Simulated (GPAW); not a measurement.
## TaSi2: single point with PBEsol+U

The system is TaSi2.

```xyz
9
Lattice="4.7839 0.0000 0.0000 -2.3920 4.1430 0.0000 0.0000 0.0000 6.5700" Properties=species:S:1:pos:R:3 pbc="T T T"
Ta   -1.1960    2.0715    2.1900
Ta    1.1960    2.0715    4.3800
Ta    2.3920    0.0000    0.0000
Si    1.1407    0.6586    2.1900
Si   -1.2512    3.4844    4.3800
Si    2.3920    2.8258    0.0000
Si    1.2512    3.4844    2.1900
Si    3.6432    0.6586    4.3800
Si    0.0000    1.3172    0.0000
```

```
Program             : GPAW 26.7.0
Task                : single point
Functional          : PBEsol
Potentials or basis : PAW data sets generated in the run's folder for this functional
Cutoff              : 600 eV
Basis               : pw
k mesh              : 5 × 5 × 3
Occupations         : fermi-dirac, width 0.05 eV
Spin                : no spin polarisation
Hubbard terms       : Ta d U = 3 eV
Maxiter             : 150
```

| Property | Result |
| --- | --- |
| Pressure | 1.8 GPa |
| Largest force | 0.061 eV/Å |
| Band gap on the k mesh | none (metal or under the smearing width) |

Forces in eV/Å, atoms in the order of the input:
```
Ta   0.000  0.000  0.000
Ta   0.000  0.000  0.000
Ta   0.000  0.000  0.000
Si  -0.053 -0.030  0.000
Si  -0.053  0.030  0.000
Si   0.000  0.061  0.000
Si   0.053  0.030  0.000
Si   0.053 -0.030  0.000
Si   0.000 -0.061  0.000
```

Stress tensor (GPa, compression positive):
```
2.33 0.00 0.00
0.00 2.33 0.00
0.00 0.00 0.83
```

Levels at points of the mesh, in eV from the Fermi level:
| k point | band 28 | band 29 | band 30 | band 31 | band 32 | band 33 | band 34 | band 35 | band 36 | band 37 |
| --- | --- | --- | --- | --- | --- | --- | --- | --- | --- | --- |
| (0.00, 0.00, 0.00) | -2.54 | -2.52 | -2.22 | -2.22 | -1.68 | 0.79 | 2.83 | 2.83 | 3.33 | 3.57 |

Run time: 2.4 min on 1 thread of Arm Neoverse V1, with other jobs on the host, peak memory 0.29 GiB.

Caveat: U without spin polarisation on a metal has little footing; the U is typed as a test and isn't derived for this compound. The run has no spin-orbit coupling, so splittings on Ta are missing.
